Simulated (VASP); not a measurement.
HfO2:

```xyz
12
Lattice="5.1180 0.0000 0.0000 0.0000 5.1857 0.0000 -0.8587 0.0000 5.2139" Properties=species:S:1:pos:R:3 pbc="T T T"
Hf    0.8021    2.3870    3.6914
Hf    3.0279    4.9798    4.1294
Hf    3.4573    2.7987    1.5224
Hf    1.2314    0.2059    1.0845
O    -0.3473    0.8733    4.4146
O     4.1773    3.4661    3.4062
O     4.6066    4.3124    0.7993
O     0.0821    1.7196    1.8076
O     1.4549    3.8473    5.1101
O     2.3751    1.2544    2.7107
O     2.8045    1.3384    0.1038
O     1.8842    3.9313    2.5032
```

```yaml
Program: VASP 6.6.1
Task: relaxation of cell and atoms
Functional: LDA
Potentials_or_basis: VASP PAW LDA potentials, release 64 (Hf_pv, O)
Cutoff: 600 eV
k_mesh: 5 × 5 × 5
Occupations: fermi-dirac, width 0.05 eV
Spin: no spin polarisation
```

At the start: pressure -10.5 GPa; volume 11.53 Å³/atom.

Problem. Where does the relaxation end?

Solution. Over 29 steps the energy falls by 19.7 meV/atom and the volume is 11.00 Å³/atom (-4.6 %); space group P2_1/c (No. 14, to 0.05 Å).

Step by step:
```tsv
step	energy change (eV)	largest force (eV/Å)	pressure (GPa)	volume (Å³)
1	0.0000	0.4148	-10.46	138.38
2	0.3449	0.6997	21.77	123.84
3	-0.2075	0.3655	0.12	132.62
4	-0.2076	0.3648	0.33	132.51
5	-0.2210	0.3492	0.01	132.34
6	-0.2231	0.1947	0.08	132.38
7	-0.2294	0.0734	-0.04	132.43
8	-0.2297	0.0828	-0.07	132.44
9	-0.2316	0.0283	0.02	132.37
10	-0.2318	0.0342	0.05	132.35
11	-0.2322	0.0277	-0.06	132.40
12	-0.2323	0.0339	-0.13	132.44
13	-0.2325	0.0322	0.03	132.36
14	-0.2326	0.0340	0.18	132.29
15	-0.2328	0.0284	0.11	132.31
16	-0.2330	0.0313	-0.07	132.36
17	-0.2333	0.0249	-0.05	132.33
18	-0.2338	0.0256	-0.01	132.26
19	-0.2343	0.0359	0.07	132.13
20	-0.2345	0.0320	0.01	132.13
21	-0.2350	0.0366	-0.14	132.14
22	-0.2349	0.0841	-0.48	132.15
23	-0.2352	0.0556	-0.29	132.14
24	-0.2355	0.0409	-0.20	132.08
25	-0.2357	0.0249	0.11	131.90
26	-0.2357	0.0243	0.07	131.92
27	-0.2357	0.0244	0.07	131.92
28	-0.2358	0.0193	0.05	131.93
29	-0.2359	0.0097	-0.04	131.96
```

Final structure:
```
Hf O
1.0
     5.03037    0.00000   -0.00766
     0.00000    5.12503    0.00000
    -0.85186    0.00000    5.11989
Hf O
4 8
Direct
  0.27788 0.45761 0.70802
  0.72212 0.95761 0.79198
  0.72212 0.54239 0.29198
  0.27788 0.04239 0.20802
  0.07347 0.15805 0.83674
  0.92653 0.65805 0.66326
  0.92653 0.84195 0.16326
  0.07347 0.34195 0.33674
  0.44626 0.74132 0.98225
  0.55374 0.24132 0.51775
  0.55374 0.25868 0.01775
  0.44626 0.75868 0.48225
```
